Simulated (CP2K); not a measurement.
Crystal: ZrC.

```
Zr C
1.0
     3.34462    0.00000    0.00000
     1.67231    2.89652    0.00000
     1.67231    0.96551    2.73087
Zr C
1 1
Cartesian
  3.3446 1.9310 1.3654
  0.0000 0.0000 0.0000
```

Program: CP2K 2026.2. Alike in all runs: task band structure; no spin polarisation; cell as given; k mesh 10 × 10 × 10.

**Question.** Order these runs on this cell by their pressure, lowest first.
A. level r2SCAN; potentials or basis POTENTIAL_UZH Zr GTH-SCAN-q12, C GTH-SCAN-q4; TZVP-MOLOPT-SCAN-GTH basis; smearing fermi-dirac 0.0259 eV; points a segment of the path (NPOINTS) 10; bands added on the path 6; CUTOFF of the grids 700 Ry
B. level PBEsol; potentials or basis POTENTIAL_UZH Zr GTH-PBE-q12, C GTH-PBE-q4; TZVP-MOLOPT-PBE-GTH basis; smearing fermi-dirac 0.05 eV; points a segment of the path (NPOINTS) 8; bands added on the path 2; CUTOFF of the grids 450 Ry
C. level LDA; potentials or basis GTH_POTENTIALS Zr GTH-PADE-q12, C GTH-PADE-q4; TZVP-MOLOPT-PBE-GTH basis; smearing fermi-dirac 0.1 eV; points a segment of the path (NPOINTS) 10; bands added on the path 4; CUTOFF of the grids 450 Ry

**Answer.** C (-12.9 GPa), B (-5.8 GPa), A (-0.8 GPa).

Caveats: the basis of atomic orbitals isn't converged, which shifts pressures, moduli and gaps; the potentials were made for another functional, which shifts forces and pressure (some runs).

Runs at the PBE level aren't shown here.
